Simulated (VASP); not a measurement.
A run of VASP 6.6.1:

File INCAR:

```
PREC = Accurate
ENCUT = 600
EDIFF = 1E-6
ISMEAR = -1
SIGMA = 0.05
LREAL = F
LASPH = T
NELM = 60
ALGO = Fast
ISIF = 3
LWAVE = F
LCHARG = F
GGA = PE
IBRION = 2
NSW = 40
EDIFFG = -0.01
PSTRESS = 300
```

File KPOINTS:

```
regular mesh
0
Gamma
  9 9 9
```

POSCAR

```
BAs
1.0
    2.9343700000      0.0000000000      0.0000000000
    0.0000000000      2.9343700000      0.0000000000
    0.0000000000      0.0000000000      2.9343700000
B As
1 1
Direct
    0.5000000000      0.5000000000      0.5000000000
    0.0000000000      0.0000000000      0.0000000000
```

Potentials or basis: VASP PAW PBE potentials, release 64 (B, As).

Command:

```bash
$ cat potpaw_PBE.64/B/POTCAR potpaw_PBE.64/As/POTCAR > POTCAR
$ mpirun -np 1 vasp_std > vasp.out
```

Hardware: 1 thread of Intel(R) Xeon(R) 6975P-C (Granite Rapids), with other jobs on the host.

Problem. Estimate the wall time of this run.

Solution. It took 12 s on 1 thread of Intel(R) Xeon(R) 6975P-C (Granite Rapids) (shared host), peak memory 0.15 GiB. Counts: scf iterations 45, k points 35, ion steps 7.
